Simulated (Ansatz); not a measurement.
# CoSi (Pm-3m) in Ansatz: equation of state, part 2 of 2

Ansatz 0.2.0. The steps go on from the part before.

**3. Single point, PBE, collinear spin, ferromagnetic start, 10.33 Å³/atom (volume scaled by 0.96)**

Input file input.yaml:

```yaml
crystal:
  lattice:
    - [2.7437437974, 0.0, 0.0]
    - [0.0, 2.7437437974, 0.0]
    - [0.0, 0.0, 2.7437437974]
  atoms:
    - { symbol: Co, position: [0.0, 0.0, 0.0], spin: 2.0 }
    - { symbol: Si, position: [0.5, 0.5, 0.5] }
hamiltonian:
  xc: pbe
  pseudopotentials: { kind: paw }
magnetization:
  spin_polarized: true
kpoints:
  mp_grid: { grid: [10, 10, 10] }
scf:
  occupations: { method: fermi_dirac, width: 0.05 }
output:
  forces: true
  stress: true
  eigenvalues: true
```

Potentials or basis: Ansatz PAW.

Started as:

```bash
$ ansatz run input.yaml --threads 2 --pin off --max-ram 5120MiB --backend cpu --events-out ev --progress --plain --runs-dir out
```

The log of the run:

```text
Warning: RAYON_NUM_THREADS=2 ignored (pool sized by the plan → 2); use --threads N
Engine: ansatz 0.2.0, x86_64-unknown-linux-gnu
Pseudopotentials: kind: paw
Pseudopotential: Co, paw, valence charge 17, recommended cutoff 420 eV (normal), Co.paw.azcp
Pseudopotential: Si, paw, valence charge 4, recommended cutoff 420 eV (normal), Si.paw.azcp
Functional definition: PBE
  parameter kappa = 0.804
  parameter beta = 0.06672455060314922
  exchange = pbe_x(kappa = kappa, mu = beta*pi^2/3)
  correlation = pbe_c(beta = beta)
Crystal: 2 atoms, lattice volume = 20.655 Å³
Basis set: ecut = 420 eV, 437 PW (Γ), exchange–correlation on 40×40×40 points (8 copies of the dense FFT grid, shifted against one another)
Bands: 16, of which v1, the nominal top of the filled ones, is band 11 counted from 1 (10 counted from 0)
Symmetry: 48 space group operations
Space group: Pm-3m (ITA 221), of the structure as read, at distance tolerance 2.7e-5 Å
Magnetic group: BNS 221.92 (UNI 1594), of the structure as read, at distance tolerance 2.7e-5 Å
k-points: 56 of 1000
Non-local potential: Co, projectors of the file, l = 0: 3, l = 1: 2, l = 2: 3, l = 3: 1
Non-local potential: Si, projectors of the file, l = 0: 2, l = 1: 2, l = 2: 2
PAW form: soft (Blöchl's): semilocal exchange-correlation on the pseudo side does not see the compensation charge
PAW one-centre angular grid: Co, 590 points (default); XC on 64 Gauss nodes
PAW one-centre angular grid: Si, 110 points (default); XC on 64 Gauss nodes
Initial density: superposition of atomic densities (chi_scale 0.1, normalization cell)
Starting moments: Σ|m| = 2 μB on 1 of 2 sites
Initial wavefunctions: pseudopotential atomic-orbital guess
Functional: x = pbe(κ = 0.804, μ = 0.2195149727645171), c = pbe(β = 0.06672455060314922)
SCF iter   1: F=—  HF=-5761.812521 eV  |F-HF|=—  |Δ(HF+E_count)|=         —  Δρ=1.49e-1 (↑1.49e-1 ↓4.47e-2)  dr2=2.06e0  dr2_m=1.50e0  M=0.931 μB ∫|m|=1.050 μB  β_m=0.30  ethr=3.10e-3  ⟨swp⟩=4.5  Hψ=8375  notcnv=0
Mixer restart at iter 1: flushing history
preconditioner: auto → none  [insulator: Δε(μ)=0.121 eV  Ē_g=10.586 eV  σ=0.050 eV  W_gap=0.53  n_scr=6 (ndim 8)  ℏωp=29.5 eV  f_vac=0.000  D(μ)=0.42/eV (n_scr^D=0)  ε∞_Penn≈8.7]
SCF iter   2: F=—  HF=-5760.700840 eV  |F-HF|=—  |Δ(HF+E_count)|=    1.11e0  Δρ=1.28e-1 (↑4.08e-2 ↓1.28e-1)  dr2=1.45e0  dr2_m=1.27e0  M=0.752 μB ∫|m|=0.851 μB  β_m=0.32  ethr=3.10e-3  ⟨swp⟩=2.4  Hψ=4435  notcnv=0  defer=75
SCF iter   3: F=—  HF=-5761.889518 eV  |F-HF|=—  |Δ(HF+E_count)|=    1.19e0  Δρ=6.33e-2 (↑6.33e-2 ↓4.50e-2)  dr2=7.98e-2  dr2_m=5.37e-1  M=0.820 μB ∫|m|=0.908 μB  β_m=0.41  ethr=3.10e-3  ⟨swp⟩=3.0  Hψ=4109  notcnv=0  defer=79
SCF iter   4: F=—  HF=-5762.532429 eV  |F-HF|=—  |Δ(HF+E_count)|=   6.43e-1  Δρ=4.11e-2 (↑2.81e-2 ↓4.11e-2)  dr2=4.31e-2  dr2_m=2.25e-1  M=0.653 μB ∫|m|=0.715 μB  β_m=0.49  ethr=3.80e-4  ⟨swp⟩=2.7  Hψ=3807  notcnv=0  defer=81
SCF iter   5: F=—  HF=-5762.742397 eV  |F-HF|=—  |Δ(HF+E_count)|=   2.10e-1  Δρ=1.41e-2 (↑1.41e-2 ↓2.35e-3)  dr2=1.70e-2  dr2_m=1.15e-2  M=0.559 μB ∫|m|=0.598 μB  β_m=0.69  ethr=2.05e-4  ⟨swp⟩=3.0  Hψ=3881  notcnv=0  defer=82
SCF iter   6: F=—  HF=-5762.741875 eV  |F-HF|=—  |Δ(HF+E_count)|=   5.22e-4  Δρ=2.55e-3 (↑8.95e-4 ↓2.55e-3)  dr2=4.84e-4  dr2_m=5.31e-4  M=0.524 μB ∫|m|=0.552 μB  β_m=0.70  ethr=8.10e-5  ⟨swp⟩=1.8  Hψ=2949  notcnv=0  defer=84
SCF iter   7: F=—  HF=-5762.741799 eV  |F-HF|=—  |Δ(HF+E_count)|=   7.63e-5  Δρ=6.17e-4 (↑6.17e-4 ↓4.67e-4)  dr2=6.08e-6  dr2_m=5.48e-5  M=0.526 μB ∫|m|=0.555 μB  β_m=0.85  ethr=2.31e-6  ⟨swp⟩=2.1  Hψ=2368  notcnv=0  defer=83
SCF iter   8: F=—  HF=-5762.741811 eV  |F-HF|=—  |Δ(HF+E_count)|=   1.24e-5  Δρ=2.46e-5 (↑2.46e-5 ↓2.03e-5)  dr2=6.06e-8  dr2_m=5.73e-8  M=0.527 μB ∫|m|=0.555 μB  β_m=0.82  ethr=2.89e-8  ⟨swp⟩=2.1  Hψ=2437  notcnv=0  defer=83
SCF iter   9: F=—  HF=-5762.741811 eV  |F-HF|=—  |Δ(HF+E_count)|=   6.04e-8  Δρ=2.59e-5 (↑2.59e-5 ↓1.12e-5)  dr2=1.96e-7  dr2_m=1.31e-8  M=0.527 μB ∫|m|=0.555 μB  β_m=0.82  ethr=2.89e-10  ⟨swp⟩=2.0  Hψ=2995  notcnv=0  defer=83
SCF iter  10: F=—  HF=-5762.741811 eV  |F-HF|=—  |Δ(HF+E_count)|=   2.07e-9  Δρ=4.03e-6 (↑2.88e-6 ↓4.03e-6)  dr2=2.02e-10  dr2_m=2.25e-9  M=0.527 μB ∫|m|=0.555 μB  β_m=0.91  ethr=2.89e-10  ⟨swp⟩=2.2  Hψ=2515  notcnv=0  defer=83
SCF iter  11: F=-5762.741811 eV  HF=-5762.741811 eV  |F-HF|=5.94e-9  |Δ(HF+E_count)|=   1.38e-9  Δρ=4.60e-6 (↑1.99e-6 ↓4.60e-6)  dr2=6.84e-9  dr2_m=3.54e-10  M=0.527 μB ∫|m|=0.555 μB  ethr=1.00e-12  ⟨swp⟩=4.9  Hψ=6480  notcnv=0
SCF 1 converged in 11 iterations: F = -5762.741811 eV  dr2 = 6.84e-9
SCF converged after 11 iterations
Magnetization: 0.5269 μB (10.7635 up, 10.2365 down)
Absolute magnetization: 0.5555 μB (∫|ρ↑−ρ↓|, with the PAW one-centre terms)
Spin contamination: 0.0075 ħ² per cell (⟨S²⟩ above its minimum at these occupations)
Per-site moments (μB) at R_I (Å): [(0.5275670898312385, 0.9801626298850584), (0.008194199556240902, 0.9801626298850584)]
Free energy (F): -5762.741811 eV
Harris-Foulkes:  -5762.741811 eV  (|F-HF|=5.94e-9)
Internal energy: -5762.726932 eV  (E = F + TS)
E sigma→0 (E₀):  -5762.734372 eV
Entropy (-TS):   -0.014879 eV (-7.440 meV/atom)
Fermi energy:    18.361186 eV
--- Per-component energies (eV) ---
  E_band       = -214.075942
  E_kinetic    = 505.492077
  E_local      = -3440.609326  (includes V_loc(G=0)·N_el)
  E_nonlocal   = 481.737385
  E_hartree    = 1496.860021
  E_xc         = -218.105442
  E_vxc        = -257.349093  (∫ρ·V_xc dr)
  E_paw        = -2031.088835  (= ΣΔE_a)
  E_vpaw       = -497.073502  (= ΣTr[D̂ρ^β])
  E_aug_tail   = 0.000070  (compensation charges beyond the density's cutoff)
  E_ewald      = -2557.012883
  E_smearing   = -0.014879  (= −TS)
  E_closure    = 0.000000  (closes the sum)
  Σ components = -5762.741811   (vs F -5762.741811, Δ=0.00e0)
--- Forces (eV/Å), atoms counted from 1 ---
  atom   1  Co    -0.00000000     0.00000000     0.00000000
  atom   2  Si     0.00000000     0.00000000     0.00000000
  max |Σ_I F_I| component: 2.67e-30 eV/Å
--- Stress (GPa, compression-positive) ---
       10.229910      -0.000000       0.000000
        0.000000      10.229910       0.000000
        0.000000       0.000000      10.229910
  P = ⅓ Tr σ = 10.2299 GPa (102.299 kbar)
--- Band table (eV; the first three rows and the last of 112) ---
  k-point 0 ↑: bands = ["-77.2822", "-40.5742", "-40.5742", "-40.5742", "3.6549", "13.9434", "13.9434", "16.6998", "16.6998", "16.6998", "21.3920", "21.3920", "21.3920", "25.8319", "25.8319", "31.0243"]
  k-point 1 ↑: bands = ["-77.2816", "-40.5808", "-40.5737", "-40.5737", "3.8538", "13.8422", "14.0112", "16.5254", "16.5254", "16.7149", "20.2147", "21.7347", "21.7347", "25.7595", "26.9263", "31.6930"]
  k-point 2 ↑: bands = ["-77.2802", "-40.5980", "-40.5723", "-40.5723", "4.4432", "13.3316", "14.1953", "16.1368", "16.1368", "16.7548", "18.5695", "22.6346", "22.6346", "25.5541", "28.3275", "33.8194"]
  k-point 55 ↓: bands = ["-76.6368", "-40.0155", "-40.0155", "-40.0155", "12.1916", "12.1916", "12.1916", "16.8907", "18.1779", "18.1779", "19.5322", "19.5322", "19.5322", "22.1858", "22.1858", "22.1858"]
```

Wall time 1.1 s (2 threads of Intel Xeon 6975P-C (Granite Rapids), shared host); peak memory 0.37 GiB.

Results:

```yaml
Free_energy: -5762.7418 eV
Pressure: 10.2 GPa
Band_gap_on_the_k_mesh: none (metal or under the smearing width)
Net_moment: 0.53 μB per cell
Absolute_moment: 0.56 μB per cell
Site_moments: Co +0.53; Si +0.01 μB
```

**4. Single point, PBE, collinear spin, ferromagnetic start, 10.54 Å³/atom (volume scaled by 0.98)**

input.yaml, as its differences from that of step 3:

```diff
@@ -2,5 +2,5 @@
   lattice:
-    - [2.7437437974, 0.0, 0.0]
-    - [0.0, 2.7437437974, 0.0]
-    - [0.0, 0.0, 2.7437437974]
+    - [2.7626667664, 0.0, 0.0]
+    - [0.0, 2.7626667664, 0.0]
+    - [0.0, 0.0, 2.7626667664]
   atoms:
@@ -21 +21,5 @@
   eigenvalues: true
+  write_density: true
+  write_potential: true
+  elf: true
+  volumetric_format: npy
```

Started as:

```bash
$ ansatz run input.yaml --threads 2 --pin off --max-ram 5120MiB --backend cpu --events-out ev --progress --plain --runs-dir out
```

It took 1.2 s on 2 threads of Intel Xeon 6975P-C (Granite Rapids), shared host; peak memory 0.37 GiB.

It converged, with:

| Quantity | Value |
| --- | --- |
| Free energy | -5762.7625 eV |
| Pressure | 5.2 GPa |
| Band gap on the k mesh | none (metal or under the smearing width) |
| Net moment | 0.54 μB per cell |
| Absolute moment | 0.57 μB per cell |
| Site moments | Co +0.54; Si +0.01 μB |

**5. Single point, PBE, collinear spin, ferromagnetic start, 10.76 Å³/atom**

input.yaml, as its differences from that of step 4:

```diff
@@ -2,5 +2,5 @@
   lattice:
-    - [2.7626667664, 0.0, 0.0]
-    - [0.0, 2.7626667664, 0.0]
-    - [0.0, 0.0, 2.7626667664]
+    - [2.781334, 0.0, 0.0]
+    - [0.0, 2.781334, 0.0]
+    - [0.0, 0.0, 2.781334]
   atoms:
@@ -21,5 +21 @@
   eigenvalues: true
-  write_density: true
-  write_potential: true
-  elf: true
-  volumetric_format: npy
```

Started as:

```bash
$ ansatz run input.yaml --threads 2 --pin off --max-ram 5120MiB --backend cpu --events-out ev --progress --plain --runs-dir out
```

It took 1.2 s on 2 threads of Intel Xeon 6975P-C (Granite Rapids), shared host; peak memory 0.38 GiB.

It converged, with:

| Quantity | Value |
| --- | --- |
| Free energy | -5762.7703 eV |
| Pressure | 0.7 GPa |
| Band gap on the k mesh | none (metal or under the smearing width) |
| Net moment | 0.55 μB per cell |
| Absolute moment | 0.59 μB per cell |
| Site moments | Co +0.56; Si +0.01 μB |

**6. Single point, PBE, collinear spin, ferromagnetic start, 10.97 Å³/atom (volume scaled by 1.02)**

input.yaml, as its differences from that of step 5:

```diff
@@ -2,5 +2,5 @@
   lattice:
-    - [2.781334, 0.0, 0.0]
-    - [0.0, 2.781334, 0.0]
-    - [0.0, 0.0, 2.781334]
+    - [2.7997539673, 0.0, 0.0]
+    - [0.0, 2.7997539673, 0.0]
+    - [0.0, 0.0, 2.7997539673]
   atoms:
```

Potentials or basis: Ansatz PAW.

Started as:

```bash
$ ansatz run input.yaml --threads 2 --pin off --max-ram 5120MiB --backend cpu --events-out ev --progress --plain --runs-dir out
```

It took 1.1 s on 2 threads of Intel Xeon 6975P-C (Granite Rapids), shared host; peak memory 0.38 GiB.

The run converged. Its results:

| Property | Result |
| --- | --- |
| Free energy | -5762.7666 eV |
| Pressure | -3.4 GPa |
| Band gap on the k mesh | none (metal or under the smearing width) |
| Net moment | 0.56 μB per cell |
| Absolute moment | 0.60 μB per cell |
| Site moments | Co +0.57; Si +0.00 μB |

**7. Single point, PBE, collinear spin, ferromagnetic start, 11.19 Å³/atom (volume scaled by 1.04)**

input.yaml, as its differences from that of step 6:

```diff
@@ -2,5 +2,5 @@
   lattice:
-    - [2.7997539673, 0.0, 0.0]
-    - [0.0, 2.7997539673, 0.0]
-    - [0.0, 0.0, 2.7997539673]
+    - [2.8179346973, 0.0, 0.0]
+    - [0.0, 2.8179346973, 0.0]
+    - [0.0, 0.0, 2.8179346973]
   atoms:
```

Started as:

```bash
$ ansatz run input.yaml --threads 2 --pin off --max-ram 5120MiB --backend cpu --events-out ev --progress --plain --runs-dir out
```

It took 1.1 s on 2 threads of Intel Xeon 6975P-C (Granite Rapids), shared host; peak memory 0.38 GiB.

It converged, with:

| Item | Value |
| --- | --- |
| Free energy | -5762.7523 eV |
| Pressure | -7.1 GPa |
| Band gap on the k mesh | none (metal or under the smearing width) |
| Net moment | 0.57 μB per cell |
| Absolute moment | 0.62 μB per cell |
| Site moments | Co +0.59; Si +0.00 μB |

**8. Single point, PBE, collinear spin, ferromagnetic start, 11.40 Å³/atom (volume scaled by 1.06)**

input.yaml, as its differences from that of step 7:

```diff
@@ -2,5 +2,5 @@
   lattice:
-    - [2.8179346973, 0.0, 0.0]
-    - [0.0, 2.8179346973, 0.0]
-    - [0.0, 0.0, 2.8179346973]
+    - [2.8358838098, 0.0, 0.0]
+    - [0.0, 2.8358838098, 0.0]
+    - [0.0, 0.0, 2.8358838098]
   atoms:
@@ -21 +21,5 @@
   eigenvalues: true
+  write_density: true
+  write_potential: true
+  elf: true
+  volumetric_format: npy
```

Started as:

```bash
$ ansatz run input.yaml --threads 2 --pin off --max-ram 5120MiB --backend cpu --events-out ev --progress --plain --runs-dir out
```

It took 1.4 s on 2 threads of Intel Xeon 6975P-C (Granite Rapids), shared host; peak memory 0.39 GiB.

The run converged. Its results:

- Free energy: -5762.7287 eV
- Pressure: -10.3 GPa
- Band gap on the k mesh: none (metal or under the smearing width)
- Net moment: 0.59 μB per cell
- Absolute moment: 0.64 μB per cell
- Site moments: Co +0.61; Si +0.00 μB

**9. Equation of state, PBE, collinear spin, ferromagnetic start**

Potentials or basis: Ansatz PAW.

No new run: the results of the series are fitted here.

Results:

```
Equilibrium volume                      : 10.79 Å³/atom
Bulk modulus                            : 212 GPa
Pressure derivative of the bulk modulus : 4.0
```

Energy against volume, from the lowest point:
```
volume (Å³/atom)  energy (meV/atom)
          10.112              31.58
          10.328              14.26
          10.543               3.93
          10.758               0.00
          10.973               1.87
          11.188               9.00
          11.403              20.81
```
